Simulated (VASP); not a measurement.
# MgO (P3m1) in VASP: a series of runs

The runs below take MgO through single point, with PBEsol.

Program: VASP 6.6.1. These are calculated values, not measurements. Logs are shortened: lines on timing, memory, paths and dates and some standing lists are left out, and cuts for length are marked.

### Step 1. The cell of the first run

It takes space group P3m1 (No. 156, trigonal). The conventional cell has a = 2.938 Å, b = 2.938 Å, c = 2.680 Å, α = 90.00°, β = 90.00°, γ = 120.00°. Mg (site symmetry 3m) has 3 O at 2.01 Å as nearest neighbours. O (site symmetry 3m) has 3 Mg at 2.01 Å as nearest neighbours.

Measurements of this composition are mostly on another form, of space group No. 225.

### Step 2. Single point, PBEsol

Input file INCAR:

```
SYSTEM = MgO
ALGO     = Fast           ! electronic algorithm
EDIFF    = 1E-6           ! SCF threshold, eV
ENCUT    = 520            ! plane-wave cutoff, eV
GGA      = PS             ! functional
ISIF     = 2              ! what is computed and relaxed
ISMEAR   = 0              ! smearing method
LASPH    = .True.         ! aspherical terms in the spheres
LCHARG   = .False.        ! write CHGCAR
LREAL    = .False.        ! projectors in reciprocal space
LWAVE    = .False.        ! write WAVECAR
NBANDS   = 11             ! bands
NELM     = 80             ! most SCF steps
PREC     = Accurate       ! precision mode
SIGMA    = 0.05           ! smearing width, eV
```

Input file KPOINTS:

```
k-points
0
Gamma
  9 9 8
  0 0 0
```

Input file POSCAR:

```
MgO
1.0
    2.9380209034      0.0000000000      0.0000000000
   -1.4690104517      2.5444007392      0.0000000000
    0.0000000000      0.0000000000      2.6796800000
Mg O
1 1
Direct
    0.0000000000      0.0000000000      0.0000000000
    0.3333333333      0.6666666667      0.4020405422
```

Potentials or basis: VASP PAW PBE potentials, release 64 (Mg, O).

Run with:

```bash
$ cat potpaw_PBE.64/Mg/POTCAR potpaw_PBE.64/O/POTCAR > POTCAR
$ mpirun -np 1 vasp_std > vasp.out
```

OUTCAR:

```text
SYSTEM = MgO
   EDIFF = 1E-6
   ENCUT = 520
   GGA = PS
   ISIF = 2
   ISMEAR = 0
   LASPH = .True.
   LREAL = .False.
   NELM = 80
   PREC = Accurate

 ion  position               nearest neighbor table
   1  0.000  0.000  0.000-   2 2.01   2 2.01   2 2.01   2 2.33   2 2.33   2 2.33
   2  0.333  0.667  0.402-   1 2.01   1 2.01   1 2.01   1 2.33   1 2.33   1 2.33

  LATTYP: Found a hexagonal cell.
 ALAT       =     2.9380209034
 C/A-ratio  =     0.9120697531

  Lattice vectors:

 A1 = (   2.9380209034,   0.0000000000,   0.0000000000)
 A2 = (  -1.4690104517,   2.5444007392,   0.0000000000)
 A3 = (   0.0000000000,   0.0000000000,   2.6796800000)

Analysis of symmetry for initial positions (statically):
=====================================================================
 Subroutine PRICEL returns:
 Original cell was already a primitive cell.

 Routine SETGRP: Setting up the symmetry group for a
 hexagonal supercell.

 Subroutine GETGRP returns: Found  6 space group operations
 (whereof  6 operations were pure point group operations)
 out of a pool of 24 trial point group operations.

The static configuration has the point symmetry C_3v.

Analysis of symmetry for dynamics (positions and initial velocities):
=====================================================================
 Subroutine PRICEL returns:
 Original cell was already a primitive cell.

 Routine SETGRP: Setting up the symmetry group for a
 hexagonal supercell.

 Subroutine GETGRP returns: Found  6 space group operations
 (whereof  6 operations were pure point group operations)
 out of a pool of 24 trial point group operations.

The dynamic configuration has the point symmetry C_3v.

 Subroutine INISYM returns: Found  6 space group operations
 (whereof  6 operations are pure point group operations),
 and found     1 'primitive' translations

----------------------------------------------------------------------------------------

                                     Primitive cell

  volume of cell :      20.0320

  direct lattice vectors                    reciprocal lattice vectors
     2.938020903  0.000000000  0.000000000     0.340365175  0.196509926  0.000000000
    -1.469010452  2.544400739  0.000000000     0.000000000  0.393019851  0.000000000
     0.000000000  0.000000000  2.679680000     0.000000000  0.000000000  0.373178887

  length of vectors
     2.938020903  2.938020903  2.679680000     0.393019851  0.393019851  0.373178887

[... 89 lines left out ...]
   TEBEG  =    0.0;   TEEND  =   0.0 temperature during run
   PSTRESS=    0.0 pullay stress
   NELECT =       8.0000    total number of electrons
   NUPDOWN=      -1.0000    fix difference up-down
   EMIN   =  10.00;   EMAX   =-10.00  energy-range for DOS
   EFERMI =   0.00;   METHOD = LEGACY
   ISMEAR =     0;   SIGMA  =   0.05  broadening in eV -4-tet -1-fermi 0-gaus
   EFERMI_NEDOS =   21; number of points for ismear=-14 and -15
   IALGO  =     68    algorithm
   IMIX   =      4    mixing-type and parameters
     AMIX     =   0.40;   BMIX     =  1.00
     AMIX_MAG =   1.60;   BMIX_MAG =  1.00
  volume/ion in A,a.u.               =      10.02        67.59
  Fermi-wavevector in a.u.,A,eV,Ry     =   1.205583  2.278221 19.775115  1.453430
  Thomas-Fermi vector in A             =   2.341275
   LORBIT       =      0    0 simple, 1 ext, 2 COOP (PROOUT), +10 PAW based schemes
   GGA     = PS    functional components
   LHFCALC =     F    Hartree Fock is set to
   AEXX    =    0.0000 exact exchange contribution
   IVDW    =     0    specifies the selected vdW correction
   LEPSILON=     F    determine dielectric tensor
   LRPA    =     F    only Hartree local field effects (RPA)
 non-spin polarized calculation
 RMM-DIIS sequential band-by-band and
 Gauss-broadening in eV      SIGMA  =   0.05
  energy-cutoff  :      520.00
  volume of cell :       20.03
 maximum number of plane-waves:       562
 NGX is ok and might be reduce to    24
   NGX = 11   NGY = 11   NGZ =  9

 number of electron       7.9999996 magnetization

 Free energy of the ion-electron system (eV)
  ---------------------------------------------------
  ext. energy  EPLUGINS =         0.00000000
  ---------------------------------------------------
  free energy    TOTEN  =       -11.69647307 eV

  energy without entropy =      -11.69647307  energy(sigma->0) =      -11.69647307

 E-fermi :   3.5311     XC(G=0): -10.9241

 val. band max:        3.2295989142   @ k =   0.3333   0.3333   0.0000
 cond. band min:       6.0656951716   @ k =   0.0000   0.0000   0.0000
 fundamental gap:      2.8360962574
 Fermi energy:         3.5311280560

 k-point     1 :       0.0000    0.0000    0.0000
  band No.  band energies     occupation
      1     -14.2413      2.00000
      2       2.4425      2.00000
      3       2.4425      2.00000
      4       2.7328      2.00000
      5       6.0657      0.00000
      6      15.3377      0.00000
      7      18.6463      0.00000
      8      18.6463      0.00000
      9      21.1903      0.00000
     10      25.7382      0.00000
     11      25.7383      0.00000
[... 309 lines left out ...]
 k-point    24 :      -0.1111    0.3333    0.1250
  band No.  band energies     occupation
      1     -13.4996      2.00000
      2      -0.3192      2.00000
      3       1.8189      2.00000
      4       2.2682      2.00000
      5       9.4440      0.00000
      6      13.5597      0.00000
      7      17.4152      0.00000
      8      19.4531      0.00000
      9      22.3300      0.00000
     10      23.7862      0.00000
     11      26.9686      0.00000

 [... further k-points ...]

------------------------ aborting loop because EDIFF is reached ----------------------------------------

  FORCE on cell =-STRESS in cart. coord.  units (eV):
  Direction    XX          YY          ZZ          XY          YZ          ZX
  --------------------------------------------------------------------------------------
  -------------------------------------------------------------------------------------
  Total        0.1530246      0.1530246      0.2754096     -0.0000000     -0.0000000      0.0000000
  in kB       12.2390728     12.2390728     22.0275573     -0.0000000     -0.0000000      0.0000000
  external PRESSURE =      15.5019010 kB  Pullay stress =       0.0000000 kB

 VOLUME and BASIS-vectors are now :
 -----------------------------------------------------------------------------
  energy-cutoff  :      520.00
  volume of cell :       20.03
      direct lattice vectors                 reciprocal lattice vectors
     2.938020903  0.000000000  0.000000000     0.340365175  0.196509926  0.000000000
    -1.469010452  2.544400739  0.000000000     0.000000000  0.393019851  0.000000000
     0.000000000  0.000000000  2.679680000     0.000000000  0.000000000  0.373178887

 POSITION                                       TOTAL-FORCE (eV/Angst)
 -----------------------------------------------------------------------------------
      0.00000      0.00000      0.00000         0.000000     -0.000000     -0.934674
     -0.00000      1.69627      1.07734        -0.000000      0.000000      0.934674
 -----------------------------------------------------------------------------------
    total drift:                                0.000000     -0.000000      0.000175

  FREE ENERGIE OF THE ION-ELECTRON SYSTEM (eV)
  ---------------------------------------------------
  free  energy   TOTEN  =       -11.6964730670 eV

  energy  without entropy=      -11.6964730670  energy(sigma->0) =      -11.69647307
```

stdout:

```text
POSCAR found type information on POSCAR MgO
 POSCAR found :  2 types and       2 ions
 scaLAPACK will be used
 -----------------------------------------------------------------------------
|                                                                             |
|                                                                             |
|     You enforced a specific xc type in the INCAR file but a different       |
|     I HOPE YOU KNOW WHAT YOU ARE DOING!                                     |
|                                                                             |
 -----------------------------------------------------------------------------

 LDA part: xc-table for (Slater+PW92), standard interpolation
 POSCAR, INCAR and KPOINTS ok, starting setup
 FFT: planning ... GRIDC
 FFT: planning ... GRID_SOFT
 FFT: planning ... GRID
 WAVECAR not read
 entering main loop
```

Run time: 12 s. Hardware: 1 thread of Intel Xeon Platinum 8488C (Sapphire Rapids), shared host; peak memory 0.14 GiB.

What came out:

| Property | Result |
| --- | --- |
| Free energy | -11.6965 eV |
| Pressure | 1.6 GPa |
| Largest force | 0.935 eV/Å |
| Band gap on the k mesh | 2.84 eV, indirect (least direct gap 3.33 eV) |

Forces on the atoms (eV/Å):
```
Mg   0.000  0.000 -0.935
O    0.000  0.000  0.935
```

Caveat: the PAW data sets were made with another functional, which shifts forces and pressure a little; an odd mesh through Γ misses points on the zone boundary, where band edges often lie.

### Step 3. Single point, PBEsol

Input file INCAR:

```
SYSTEM = MgO
ALGO     = Normal         ! electronic algorithm
EDIFF    = 1E-6           ! SCF threshold, eV
ENCUT    = 520            ! plane-wave cutoff, eV
GGA      = PS             ! functional
ISIF     = 2              ! what is computed and relaxed
ISMEAR   = 0              ! smearing method
LASPH    = .TRUE.         ! aspherical terms in the spheres
LCHARG   = .TRUE.         ! write CHGCAR
LELF     = .TRUE.         ! ELF
LREAL    = .FALSE.        ! projectors in reciprocal space
LVHAR    = .TRUE.       
LWAVE    = .FALSE.        ! write WAVECAR
NBANDS   = 11             ! bands
NELM     = 80             ! most SCF steps
PREC     = Accurate       ! precision mode
SIGMA    = 0.05           ! smearing width, eV
```

Input file KPOINTS:

```
k-points
0
G
  9 9 8
  0 0 0
```

Edit POSCAR of step 2 so:

```diff
@@ -9,2 +9,2 @@
     0.0000000000      0.0000000000      0.0000000000
-    0.3333333333      0.6666666667      0.4020405422
+    0.3333333333      0.6666666667      0.4580173752
```

Potentials or basis: VASP PAW PBE potentials, release 64 (Mg, O).

Run with:

```bash
$ cat potpaw_PBE.64/Mg/POTCAR potpaw_PBE.64/O/POTCAR > POTCAR
$ mpirun -np 1 vasp_std > vasp.out
```

OUTCAR:

```text
SYSTEM = MgO
   EDIFF = 1E-6
   ENCUT = 520
   GGA = PS
   ISIF = 2
   ISMEAR = 0
   LASPH = .TRUE.
   LREAL = .FALSE.
   NELM = 80
   PREC = Accurate

 ion  position               nearest neighbor table
   1  0.000  0.000  0.000-   2 2.09   2 2.09   2 2.09   2 2.23   2 2.23   2 2.23
   2  0.333  0.667  0.458-   1 2.09   1 2.09   1 2.09   1 2.23   1 2.23   1 2.23

  LATTYP: Found a hexagonal cell.
 ALAT       =     2.9380209034
 C/A-ratio  =     0.9120697531

  Lattice vectors:
[... 525 lines left out ...]

------------------------ aborting loop because EDIFF is reached ----------------------------------------

  FORCE on cell =-STRESS in cart. coord.  units (eV):
  Direction    XX          YY          ZZ          XY          YZ          ZX
  --------------------------------------------------------------------------------------
  -------------------------------------------------------------------------------------
  Total       -0.4049477     -0.4049477     -0.3999164     -0.0000000      0.0000000      0.0000000
  in kB      -32.3881572    -32.3881572    -31.9857415     -0.0000000      0.0000000      0.0000000
  external PRESSURE =     -32.2540186 kB  Pullay stress =       0.0000000 kB

 VOLUME and BASIS-vectors are now :
 -----------------------------------------------------------------------------
  energy-cutoff  :      520.00
  volume of cell :       20.03
      direct lattice vectors                 reciprocal lattice vectors
     2.938020903  0.000000000  0.000000000     0.340365175  0.196509926  0.000000000
    -1.469010452  2.544400739  0.000000000     0.000000000  0.393019851  0.000000000
     0.000000000  0.000000000  2.679680000     0.000000000  0.000000000  0.373178887

 POSITION                                       TOTAL-FORCE (eV/Angst)
 -----------------------------------------------------------------------------------
      0.00000      0.00000      0.00000        -0.000000      0.000000     -0.385923
     -0.00000      1.69627      1.22734         0.000000     -0.000000      0.385923
 -----------------------------------------------------------------------------------
    total drift:                                0.000000     -0.000000      0.000377

  FREE ENERGIE OF THE ION-ELECTRON SYSTEM (eV)
  ---------------------------------------------------
  free  energy   TOTEN  =       -11.7948512680 eV

  energy  without entropy=      -11.7948512680  energy(sigma->0) =      -11.79485127
```

OSZICAR:

```text
N       E                     dE             d eps       ncg     rms          rms(c)
DAV:   1     0.124891818229E+02    0.12489E+02   -0.45066E+03  2054   0.633E+02
DAV:   2    -0.128126051340E+02   -0.25302E+02   -0.24881E+02  2054   0.132E+02
DAV:   3    -0.133803356411E+02   -0.56773E+00   -0.56727E+00  2131   0.170E+01
DAV:   4    -0.133817927316E+02   -0.14571E-02   -0.14571E-02  1920   0.992E-01
DAV:   5    -0.133817979809E+02   -0.52492E-05   -0.52492E-05  2142   0.577E-02    0.686E+00
DAV:   6    -0.118628970469E+02    0.15189E+01   -0.87119E+00  1821   0.156E+01    0.238E+00
DAV:   7    -0.118199620232E+02    0.42935E-01   -0.74245E-02  1965   0.235E+00    0.136E+00
DAV:   8    -0.117953182498E+02    0.24644E-01   -0.38152E-02  1824   0.201E+00    0.257E-01
DAV:   9    -0.117950047369E+02    0.31351E-03   -0.34338E-04  2143   0.139E-01    0.183E-01
DAV:  10    -0.117948531171E+02    0.15162E-03   -0.62686E-04  1872   0.203E-01    0.158E-02
DAV:  11    -0.117948508287E+02    0.22884E-05   -0.98415E-06  2006   0.250E-02    0.100E-02
DAV:  12    -0.117948512680E+02   -0.43931E-06   -0.42631E-06  1824   0.156E-02
   1 F= -.11794851E+02 E0= -.11794851E+02  d E =-.122682E-17
```

It took 9.3 s on 1 thread of Intel Xeon Platinum 8488C (Sapphire Rapids), shared host; peak memory 0.14 GiB.

Results:

```yaml
Free_energy: -11.7949 eV
Pressure: -3.2 GPa
Largest_force: 0.386 eV/Å
Band_gap_on_the_k_mesh: 2.90 eV, indirect (least direct gap 3.33 eV)
```

Forces in eV/Å, atoms in the order of the input:
```
Mg   0.000  0.000 -0.386
O    0.000  0.000  0.386
```

Levels at points of the mesh, in eV from the valence-band top:
| k point | band 1 | band 2 | band 3 | band 4 | band 5 | band 6 | band 7 | band 8 | band 9 |
| --- | --- | --- | --- | --- | --- | --- | --- | --- | --- |
| (0.00, 0.00, 0.00) | -17.39 | -0.64 | -0.64 | -0.42 | 2.90 | 11.77 | 15.44 | 15.44 | 19.09 |
| (0.00, 0.00, 0.50) | -16.30 | -5.41 | -0.13 | -0.13 | 8.14 | 8.94 | 17.41 | 17.41 | 18.42 |

Caveat: the PAW data sets were made with another functional, which shifts forces and pressure a little; an odd mesh through Γ misses points on the zone boundary, where band edges often lie.

### Step 4. Single point, PBEsol

Input file INCAR:

```
  PREC = Accurate
  ENCUT = 520
  EDIFF = 1E-6
  ISMEAR = 0
  SIGMA = 0.05
  LREAL = F
  LASPH = T
  NELM = 80
  ALGO = Normal
  ISIF = 2
  LWAVE = F
  LCHARG = F
  GGA = PS
  NBANDS = 11
```

Input file KPOINTS:

```
regular mesh
0
Gamma
  9 9 8
```

Edit POSCAR of step 3 so:

```diff
@@ -9,2 +9,2 @@
     0.0000000000      0.0000000000      0.0000000000
-    0.3333333333      0.6666666667      0.4580173752
+    0.3333333333      0.6666666667      0.5559768331
```

Run with:

```bash
$ cat potpaw_PBE.64/Mg/POTCAR potpaw_PBE.64/O/POTCAR > POTCAR
$ mpirun -np 1 vasp_std > vasp.out
```

It took 12 s on 1 thread of Intel Xeon Platinum 8488C (Sapphire Rapids), shared host; peak memory 0.14 GiB.

It converged, with:

```yaml
Free_energy: -11.7779 eV
Pressure: -2.4 GPa
Largest_force: 0.518 eV/Å
Band_gap_on_the_k_mesh: 2.89 eV, indirect (least direct gap 3.33 eV)
```

Forces in eV/Å, atoms in the order of the input:
```
Mg   0.000  0.000  0.518
O    0.000  0.000 -0.518
```

Stress tensor (GPa, compression positive):
```
-2.45  0.00  0.00
 0.00 -2.45  0.00
 0.00  0.00 -2.19
```

Levels at points of the mesh, in eV from the valence-band top:
| k point | band 2 | band 3 | band 4 | band 5 | band 6 | band 7 |
| --- | --- | --- | --- | --- | --- | --- |
| (0.00, 0.00, 0.00) | -0.67 | -0.67 | -0.44 | 2.89 | 11.83 | 15.44 |
| (0.00, 0.00, 0.50) | -5.41 | -0.16 | -0.16 | 8.13 | 8.95 | 17.40 |

Caveat: the PAW data sets were made with another functional, which shifts forces and pressure a little; an odd mesh through Γ misses points on the zone boundary, where band edges often lie.

### Step 5. Single point, PBEsol

Input file INCAR:

```
SYSTEM = MgO
PREC = Accurate
ENCUT = 520
EDIFF = 1E-7
ISMEAR = 0
SIGMA = 0.05
LREAL = .FALSE.
LASPH = .TRUE.
NELM = 80
ALGO = Normal
ISIF = 2
LWAVE = .FALSE.
LCHARG = .FALSE.
GGA = PS
NBANDS = 11
```

Input file KPOINTS:

```
Automatic mesh
0
G
  9 9 8
  0 0 0
```

Edit POSCAR of step 4 so:

```diff
@@ -9,2 +9,2 @@
     0.0000000000      0.0000000000      0.0000000000
-    0.3333333333      0.6666666667      0.5559768331
+    0.3333333333      0.6666666667      0.4300289587
```

Run with:

```bash
$ cat potpaw_PBE.64/Mg/POTCAR potpaw_PBE.64/O/POTCAR > POTCAR
$ mpirun -np 1 vasp_std > vasp.out
```

It took 14 s on 1 thread of Intel Xeon Platinum 8488C (Sapphire Rapids), shared host; peak memory 0.14 GiB.

Results (log left out):

```
Free energy            : -11.7559 eV
Pressure               : -1.3 GPa
Largest force          : 0.654 eV/Å
Band gap on the k mesh : 2.88 eV, indirect (least direct gap 3.33 eV)
```

Forces on the atoms (eV/Å):
```
Mg   0.000  0.000 -0.654
O    0.000  0.000  0.654
```

Stress tensor (GPa, compression positive):
```
-1.47  0.00  0.00
 0.00 -1.47  0.00
 0.00  0.00 -0.96
```

Levels at points of the mesh, in eV from the valence-band top:
```csv
k point,band 1,band 2,band 3,band 4,band 5,band 6,band 7,band 8,band 9
"(0.00, 0.00, 0.00)",-17.42,-0.70,-0.70,-0.45,2.88,11.90,15.43,15.43,18.52
"(0.00, 0.00, 0.50)",-16.34,-5.41,-0.20,-0.20,8.11,8.96,17.38,17.38,18.51
```

Caveat: the PAW data sets were made with another functional, which shifts forces and pressure a little; an odd mesh through Γ misses points on the zone boundary, where band edges often lie.

### Step 6. Overview

| cell | gap on the mesh (eV) | pressure (GPa) | largest force (eV/Å) |
| --- | --- | --- | --- |
| all O atoms moved +0.263 Å, as atom 2 towards its neighbour atom 2 (O) at 2.680 Å | 2.84 | 1.6 | 0.93 |
| all O atoms moved +0.113 Å, as atom 2 towards its neighbour atom 2 (O) at 2.680 Å | 2.90 | -3.2 | 0.39 |
| all O atoms moved -0.150 Å, as atom 2 towards its neighbour atom 2 (O) at 2.680 Å | 2.89 | -2.4 | 0.52 |
| all O atoms moved +0.188 Å, as atom 2 towards its neighbour atom 2 (O) at 2.680 Å | 2.88 | -1.3 | 0.65 |

Alike in all rows: task single point; level PBEsol; potentials or basis VASP PAW PBE potentials, release 64 (Mg, O); no spin polarisation; k mesh 9 × 9 × 8; cutoff (eV) 520; smearing gaussian 0.05 eV.

Caveats: the PAW data sets were made with another functional, which shifts forces and pressure a little; an odd mesh through Γ misses points on the zone boundary, where band edges often lie.

Total energies depend on the potentials used, so only differences within one code and one set of settings carry meaning.
